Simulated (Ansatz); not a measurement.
A plane-wave DFT run in Ansatz 0.2.0 (scalar-relativistic PAW potentials unless the input names others): input and command.

```yaml
crystal:
  lattice:
    - [4.0063895695, 0.0, 0.0]
    - [0.0, 4.0063895695, 0.0]
    - [0.0, 0.0, 23.4988356981]
  atoms:
    - { symbol: Zn, position: [0.5, 0.5, 0.3153286238] }
    - { symbol: Se, position: [0.5, 0.0, 0.37765538] }
    - { symbol: Zn, position: [0.0, 0.0, 0.4394160185] }
    - { symbol: Se, position: [0.0, 0.5, 0.4999998417] }
    - { symbol: Zn, position: [0.5, 0.5, 0.5605843216] }
    - { symbol: Se, position: [0.5, 0.0, 0.622344137] }
    - { symbol: Zn, position: [0.0, 0.0, 0.6846716773] }
basis:
  ecutwfc: "520 ev"
kpoints:
  mp_grid: { grid: [7, 7, 1] }
hamiltonian:
  xc: r2scan
scf:
  occupations: { method: gaussian, width: 0.05 }
  max_iter: 80
output:
  forces: true
  eigenvalues: true
efield:
  axis: 3
  dipole_correction: true
  ramp_width: 0.04
```

```bash
ansatz run input.yaml --threads 1 --pin off --max-ram 2560MiB --backend cpu --events-out ev --progress --plain --runs-dir out
```

What is wrong with this input?

The program refuses it, because of a cutoff in the wrong unit (basis.ecutwfc: 500 → "520 ev"). With the sound run's settings it is accepted.

Abridged log:
```
Error: YAML parse error: error: line 15 column 12: unknown unit factor `ev` — a unit is read by its exact case: `eV` is a unit here, `ev` is not
  --> <input>:15:12
   |
13 |     - { symbol: Zn, position: [0.0, 0.0, 0.6846716773] }
14 | basis:
15 |   ecutwfc: "520 ev"
   |            ^ unknown unit factor `ev` — a unit is read by its exact case: `eV` is a unit here, `ev` is not
16 | kpoints:
17 |   mp_grid: { grid: [7, 7, 1] }
   |
```